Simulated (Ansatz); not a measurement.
# Te2Mo: a relaxation, part 2 of 2

Aim: relax the cell and atoms of Te2Mo.

Ansatz 0.2.0; DFT PBE, scalar-relativistic, plane waves, PAW. Earlier steps stand in the parts before.

### Step 3. Full relaxation

The input, input.yaml:

```yaml
crystal:
  lattice:
    - [3.56565456, 0.0, 0.0]
    - [-1.78282728, 3.08794743, 0.0]
    - [0.0, 0.0, 14.64777841]
  atoms:
    - { symbol: Te, position: [0.33333333, 0.66666667, 0.62782269] }
    - { symbol: Te, position: [0.66666667, 0.33333333, 0.12782269] }
    - { symbol: Te, position: [0.66666667, 0.33333333, 0.37217731] }
    - { symbol: Te, position: [0.33333333, 0.66666667, 0.87217731] }
    - { symbol: Mo, position: [0.33333333, 0.66666667, 0.25] }
    - { symbol: Mo, position: [0.66666667, 0.33333333, 0.75] }
basis:
  ecutwfc: 420
kpoints:
  mp_grid: { grid: [12, 12, 2] }
hamiltonian:
  xc: pbe
scf:
  occupations: { method: gaussian, width: 0.02 }
output:
  forces: true
  stress: true
  eigenvalues: true
  write_density: true
  write_potential: true
  elf: true
  volumetric_format: npy
relax:
  adjacent_minimum: "off"
  f_tol: 0.005
  max_steps: 80
  cell: { stress_tol: 0.05 }
```

Started as:

```console
ansatz run input.yaml --threads 4 --pin off --max-ram 8192MiB --backend cpu --events-out ev --progress --plain --runs-dir out
```

The program printed:

```text
Warning: RAYON_NUM_THREADS=4 ignored (pool sized by the plan → 4); use --threads N
Engine: ansatz 0.2.0, x86_64-unknown-linux-gnu
Pseudopotentials: kind: paw
Pseudopotential: Te, paw, valence charge 16, recommended cutoff 420 eV (normal), Te.paw.azcp
Pseudopotential: Mo, paw, valence charge 14, recommended cutoff 420 eV (normal), Mo.paw.azcp
Functional definition: PBE
  parameter kappa = 0.804
  parameter beta = 0.06672455060314922
  exchange = pbe_x(kappa = kappa, mu = beta*pi^2/3)
  correlation = pbe_c(beta = beta)
Crystal: 6 atoms, lattice volume = 161.280 Å³
Basis set: ecut = 420 eV, 3151 PW (Γ), exchange–correlation on 48×48×200 points (8 copies of the dense FFT grid, shifted against one another)
Bands: 56, of which v1, the nominal top of the filled ones, is band 46 counted from 1 (45 counted from 0)
Symmetry: 24 space group operations
Space group: P63/mmc (ITA 194), of the structure as read, at distance tolerance 5.4e-5 Å
k-points: 38 of 288
Non-local potential: Te, projectors of the file, l = 0: 2, l = 1: 2, l = 2: 2, l = 3: 2
Non-local potential: Mo, projectors of the file, l = 0: 3, l = 1: 2, l = 2: 2, l = 3: 1
PAW form: soft (Blöchl's): semilocal exchange-correlation on the pseudo side does not see the compensation charge
PAW one-centre angular grid: Te, 590 points (default); XC on 64 Gauss nodes
PAW one-centre angular grid: Mo, 590 points (default); XC on 64 Gauss nodes
Initial density: superposition of atomic densities (neutral atoms: chi_scale 0, normalization atom), corrected by the library's trained network
Initial wavefunctions: pseudopotential atomic-orbital guess
Functional: x = pbe(κ = 0.804, μ = 0.2195149727645171), c = pbe(β = 0.06672455060314922)
SCF iter   1: F=—  HF=-37833.457500 eV  |F-HF|=—  |Δ(HF+E_count)|=         —  Δρ=4.17e-3  dr2=1.05e-2  ethr=1.77e-3  ⟨swp⟩=7.7  Hψ=8301  notcnv=0  defer=1
preconditioner: auto → Resta (q_TF=auto, 2.485 Å⁻¹)  ε∞=6.7  [insulator: Δε(μ)=0.945 eV  Ē_g=7.325 eV  σ=0.020 eV  W_gap=1.00  n_scr=52 (ndim 8)  ℏωp=17.5 eV  f_vac=0.060  D(μ)=0.00/eV (n_scr^D=0)  ε∞_Penn≈6.7]
SCF iter   2: F=—  HF=-37833.465373 eV  |F-HF|=—  |Δ(HF+E_count)|=   7.87e-3  Δρ=2.42e-3  dr2=3.36e-3  ethr=1.15e-5  ⟨swp⟩=2.0  Hψ=3424  notcnv=0  defer=110
SCF iter   3: F=—  HF=-37833.469191 eV  |F-HF|=—  |Δ(HF+E_count)|=   3.82e-3  Δρ=1.00e-3  dr2=2.80e-3  ethr=3.65e-6  ⟨swp⟩=2.0  Hψ=2927  notcnv=0  defer=110
SCF iter   4: F=—  HF=-37833.469339 eV  |F-HF|=—  |Δ(HF+E_count)|=   1.48e-4  Δρ=1.30e-4  dr2=2.94e-5  ethr=3.05e-6  ⟨swp⟩=2.0  Hψ=2490  notcnv=0  defer=110
SCF iter   5: F=—  HF=-37833.469391 eV  |F-HF|=—  |Δ(HF+E_count)|=   5.21e-5  Δρ=4.86e-5  dr2=5.48e-6  ethr=3.20e-8  ⟨swp⟩=2.0  Hψ=2701  notcnv=0  defer=110
SCF iter   6: F=—  HF=-37833.469400 eV  |F-HF|=—  |Δ(HF+E_count)|=   8.98e-6  Δρ=1.31e-5  dr2=5.73e-7  ethr=5.95e-9  ⟨swp⟩=2.0  Hψ=2694  notcnv=0  defer=110
SCF iter   7: F=-37833.469400 eV  HF=-37833.469400 eV  |F-HF|=6.47e-9  |Δ(HF+E_count)|=   3.57e-7  Δρ=4.44e-6  dr2=5.70e-8  ethr=1.09e-10  ⟨swp⟩=15.2  Hψ=14790  notcnv=0
SCF 1 converged in 7 iterations: F = -37833.469400 eV  dr2 = 5.70e-8
relax step   1: F+E_penalty+E_count = -37833.46940012 eV  Δ(F+E_penalty+E_count) = +0.000e0 eV  max|allowed force component| = 1.877e-1 eV/Å  Δτ_max = 0.0000 Å  P = +0.750 GPa  Ω = 161.280 Å³  (7 SCF iters, dr2 threshold 1.00e-7 eV, accepted)
[... from here on, the SCF cycles and remarks between the steps are left out ...]
relax step   2: F+E_penalty+E_count = -37833.42086712 eV  Δ(F+E_penalty+E_count) = +4.853e-2 eV  max|allowed force component| = 5.522e-1 eV/Å  Δτ_max = 0.0456 Å  P = -1.412 GPa  Ω = 160.276 Å³  energy of the carried Pulay correction = +1.814e-4 eV  (7 SCF iters, dr2 threshold 6.00e-7 eV, rejected (line search))
relax step   3: F+E_penalty+E_count = -37833.47741748 eV  Δ(F+E_penalty+E_count) = -8.017e-3 eV  max|allowed force component| = 6.760e-3 eV/Å  Δτ_max = 0.0038 Å  P = +0.033 GPa  Ω = 162.006 Å³  energy of the carried Pulay correction = -1.304e-4 eV  (10 SCF iters, accepted)
relax step   4: F+E_penalty+E_count = -37833.48014385 eV  Δ(F+E_penalty+E_count) = -2.726e-3 eV  max|allowed force component| = 1.904e-2 eV/Å  Δτ_max = 0.0170 Å  P = -0.001 GPa  Ω = 163.495 Å³  energy of the carried Pulay correction = -3.960e-4 eV  (7 SCF iters, dr2 threshold 2.07e-7 eV, accepted)
relax step   5: F+E_penalty+E_count = -37833.48196968 eV  Δ(F+E_penalty+E_count) = -1.826e-3 eV  max|allowed force component| = 2.323e-3 eV/Å  Δτ_max = 0.0304 Å  P = +0.038 GPa  Ω = 166.163 Å³  energy of the carried Pulay correction = -8.659e-4 eV  (8 SCF iters, dr2 threshold 2.26e-8 eV, accepted)
relax step   6: F+E_penalty+E_count = -37833.48208649 eV  Δ(F+E_penalty+E_count) = -1.168e-4 eV  max|allowed force component| = 9.045e-4 eV/Å  Δτ_max = 0.0116 Å  P = +0.006 GPa  Ω = 167.301 Å³  energy of the carried Pulay correction = -1.064e-3 eV  (7 SCF iters, dr2 threshold 1.64e-8 eV, accepted)
relax step   7: F+E_penalty+E_count = -37833.48203028 eV  Δ(F+E_penalty+E_count) = +5.622e-5 eV  max|allowed force component| = 7.380e-4 eV/Å  Δτ_max = 0.0070 Å  P = +0.006 GPa  Ω = 167.959 Å³  energy of the carried Pulay correction = -1.178e-3 eV  (9 SCF iters, accepted)
relax step   8: F+E_penalty+E_count = -37833.48320651 eV  Δ(F+E_penalty+E_count) = -1.176e-3 eV  max|allowed force component| = 6.103e-4 eV/Å  Δτ_max = 0.0000 Å  P = +0.003 GPa  Ω = 167.959 Å³  stress off target by 7.29e-3 GPa  SCF on the basis re-selected at this cell (its energy is not comparable with the rows above)  (7 SCF iters)
basis re-selected at this cell: Δ(F+E_penalty+E_count) = -1.176e-3 eV, ΔP = -0.002 GPa vs the last step (what re-selecting the basis moved, of the pressure what is left beyond the Pulay correction that the steps carried, after the strain that the cell walked since its last selection, with what the two solves' SCF thresholds leave and, on support functions, any second-order correction that the steps lacked; it is no measure of the basis error at this ecutwfc). The dense FFT grid was sized anew with the basis: this SCF ran on 24×24×108 points, the steps before it on 24×24×100, so part of this shift can come from that change (see relax.cell in the input reference). This SCF's stress stands 7.29e-3 GPa from its target on what of the cell is left free (relax.cell.stress_tol is 5.00e-2 GPa) and its largest allowed force component is 6.10e-4 eV/Å (relax.f_tol is 5.00e-3 eV/Å): within both
SCF converged after 7 iterations
Free energy (F): -37833.483207 eV
Harris-Foulkes:  -37833.483207 eV  (|F-HF|=9.46e-11)
Internal energy: -37833.483207 eV  (E = F + TS)
E sigma→0 (E₀):  -37833.483207 eV
Fermi energy:    11.003310 eV
--- Per-component energies (eV) ---
  E_band       = -1311.275631
  E_kinetic    = 1605.465881
  E_local      = -9257.149692  (includes V_loc(G=0)·N_el)
  E_nonlocal   = -952.869251
  E_hartree    = 4989.052137
  E_xc         = -864.039046
  E_vxc        = -874.530287  (∫ρ·V_xc dr)
  E_paw        = -25053.801225  (= ΣΔE_a)
  E_vpaw       = -1810.296172  (= ΣTr[D̂ρ^β])
  E_aug_tail   = -0.000677  (compensation charges beyond the density's cutoff)
  E_ewald      = -8300.141334
  E_smearing   = -0.000000  (= −TS)
  E_closure    = 0.000000  (closes the sum)
  Σ components = -37833.483207   (vs F -37833.483207, Δ=0.00e0)
--- Forces (eV/Å), atoms counted from 1 ---
  atom   1  Te    -0.00000000    -0.00000000    -0.00061031
  atom   2  Te     0.00000000     0.00000000    -0.00061031
  atom   3  Te     0.00000000     0.00000000     0.00061031
  atom   4  Te     0.00000000    -0.00000000     0.00061031
  atom   5  Mo    -0.00000000    -0.00000000    -0.00000000
  atom   6  Mo     0.00000000     0.00000000     0.00000000
  max |Σ_I F_I| component: 2.31e-18 eV/Å
--- Stress (GPa, compression-positive) ---
        0.001360       0.000000       0.000000
        0.000000       0.001360       0.000000
        0.000000       0.000000       0.007287
  P = ⅓ Tr σ = 0.0033 GPa (0.033 kbar)
--- Band table (eV; the first three rows and the last of 38) ---
  k-point 0: bands = ["-50.2374", "-50.2374", "-26.0592", "-26.0592", "-26.0591", "-26.0591", "-26.0489", "-26.0489", "-26.0489", "-26.0489", "-25.9918", "-25.9918", "-25.9917", "-25.9917", "-25.9814", "-25.9814", "-25.9813", "-25.9813", "-25.9684", "-25.9681", "-25.9598", "-25.9595", "-24.3790", "-24.3790", "-24.2546", "-24.2546", "-24.2546", "-24.2546", "-2.1251", "-2.0324", "-1.2270", "-1.0757", "5.2390", "5.8173", "8.0654", "8.8138", "8.8138", "8.8176", "8.8176", "9.5630", "9.5772", "9.5772", "9.5860", "9.5860", "9.7346", "10.3578", "13.4654", "13.4654", "13.5036", "13.5036", "13.7178", "13.7178", "13.7903", "13.7903", "15.6047", "16.6048"]
[... 3 lines left out ...]
--- Relaxed structure (7 steps of the walk, 6 accepted, 1 SCFs on fresh bases) ---
  F+E_penalty+E_count = -37833.48320651 eV   max|allowed force component| = 6.103e-4 eV/Å   (the final SCF, on the basis selected at the relaxed cell)
  cell:  # Å, volume = 167.9592 Å³
    - [3.5566632720671527, -3.2853997448149636e-37, 2.8385853795201283e-33]
    - [-1.7783316360335764, 3.080160746317239, -1.783483363756438e-33]
    - [1.0278923865983681e-32, -1.0365301377462536e-33, 15.33161039786889]
  atoms:
    - { symbol: Te, position: [0.33333333333333326, 0.6666666666666665, 0.6320701678407806] }
    - { symbol: Te, position: [0.6666666666666665, 0.33333333333333326, 0.13207016784078063] }
    - { symbol: Te, position: [0.6666666666666665, 0.33333333333333326, 0.3679298321592192] }
    - { symbol: Te, position: [0.33333333333333326, 0.6666666666666665, 0.8679298321592192] }
    - { symbol: Mo, position: [0.33333333333333326, 0.6666666666666665, 0.24999999999999994] }
    - { symbol: Mo, position: [0.6666666666666665, 0.33333333333333326, 0.7499999999999998] }
```

Run time: 27 s. Hardware: 4 threads of Intel Xeon Platinum 8488C (Sapphire Rapids), shared host; peak memory 0.77 GiB.

Step by step:

```csv
step,E - E(step 1) (eV/cell),largest force component (eV/Å),pressure (GPa),volume (Å³)
1,0.0000,0.1877,0.75,161.28
2,0.0485,0.5522,-1.41,160.28
3,-0.0080,0.0068,0.03,162.01
4,-0.0107,0.0190,0.00,163.49
5,-0.0126,0.0023,0.04,166.16
6,-0.0127,0.0009,0.01,167.30
7,-0.0126,0.0007,0.01,167.96
8,-0.0138,0.0006,0.00,167.96
```

Step 1 is the start. Step 8 repeats the geometry before it on a plane-wave basis chosen anew for that cell, so its energy need not be comparable with the rows above. Step 2 was tried and not accepted.

|  | before | after | change |
| --- | --- | --- | --- |
| a (Å) | 3.566 | 3.557 | -0.3 % |
| b (Å) | 3.566 | 3.557 | -0.3 % |
| c (Å) | 14.648 | 15.332 | +4.7 % |
| volume (Å³/atom) | 26.88 | 27.99 | +4.1 % |
| shortest distance (Å) | 2.728 | 2.736 | +0.3 % |
| space group (0.01 Å) | P6_3/mmc | P6_3/mmc | same |

The run keeps the 24 symmetry operations of the start, so it could not have lowered the symmetry.

Density in a lattice plane of the grid's cell (edges 3.56 and 15.33 Å, at 0.333 of the third edge), which holds Te and Mo.

Ten even steps from '0' (0.02 e/Å³) to '9' (13.20 e/Å³):
```
000000
000000
000000
000010
000242
000010
000000
000000
000000
000000
000000
000151
000292
000000
000000
000000
000292
000151
000000
000000
```
Columns run along the first of these edges and rows up along the second, over one cell in 6 and 20 even steps from the bottom left corner. Atoms in the plane (fractional): Te at (0.67, 0.13), Te at (0.67, 0.37), Mo at (0.67, 0.75).

ELF in the same plane.

Ten even steps from ' ' (0.00) to '@' (0.81):
```
++##++      
######--..--
**++**==::==
==**==--##--
::--::@@--@@
==**==--##--
**++**==::==
######--..--
++##++      
        ::  
++  ++@@@@@@
##..##++..++
**--**--  --
==..==**++**
::--::::::::
==..==**++**
**--**--  --
##..##++..++
++  ++@@@@@@
        ..  
```
Columns run along the first of these edges and rows up along the second, over one cell in 6 and 20 even steps from the bottom left corner. Atoms in the plane (fractional): Te at (0.67, 0.13), Te at (0.67, 0.37), Mo at (0.67, 0.75).

Both are smooth fields of the valence electrons: close to the nuclei they are not physical.

The highest ELF values outside the cores: 0.84 beside Te, off the lines to its neighbours, 1.4 Å from Te; 0.65 on the Te–Mo line, 1.2 Å from Te.

### Step 4. Outcome

What follows sums up all 2 parts. Changes of volume or cell count from the first structure of part 1.

```
                                                               quantity                                                                        value
                                                           relaxed cell  a = 3.557 Å, b = 3.557 Å, c = 15.332 Å, α = 90.00°, β = 90.00°, γ = 120.00°
                                                   space group (0.01 Å)                                                           P6_3/mmc (No. 194)
                                                                 volume                                                                27.99 Å³/atom
formation energy (elements from runs with the same settings, not shown)                                                                -0.27 eV/atom
                                         energy, smearing taken to zero                                                           -6305.5805 eV/atom
                                                        gap on the mesh                                                                      1.02 eV
                                                     remaining pressure                                                                     0.00 GPa
```

What this shows: Relaxation raised the volume by 4.1 %. The shape changed too: the edges of the input's cell moved by -0.3, -0.3, +4.7 %. One edge grew alone, across layers that this level holds without a dispersion term. A measured lattice constant a of Te2Mo is 3.52085 Å (quoted in “MBE growth of 2H-MoTe2 and 1T'-MoTe2 on 3D substrates”, 2017, arxiv:1705.00651); the calculated 3.557 Å misses it by +1.0 %. A measured lattice constant c of Te2Mo is 13.9664 Å (quoted in “MBE growth of 2H-MoTe2 and 1T'-MoTe2 on 3D substrates”, 2017, arxiv:1705.00651); the calculated 15.332 Å misses it by +9.8 %. So large a difference can come from the functional (as between layers that it hardly binds), but also from another choice of axes, another phase or a misread value. That is the cell relaxed with PBE, without thermal expansion or zero-point motion. This level has no dispersion term, which layered crystals need along their stacking axis. The mesh shows a gap of 1.02 eV.  These runs have no spin-orbit coupling; with Te it would split and shift bands. Layers here are held mostly by dispersion, which this level lacks, so their spacing and the stiffness across them are unreliable there.

The gaps are Kohn-Sham values of a semilocal functional, not quasiparticle or optical gaps. Such gaps usually fall short of the measured ones; spin-orbit coupling, left out here, narrows gaps with Te, so the two errors partly cancel.
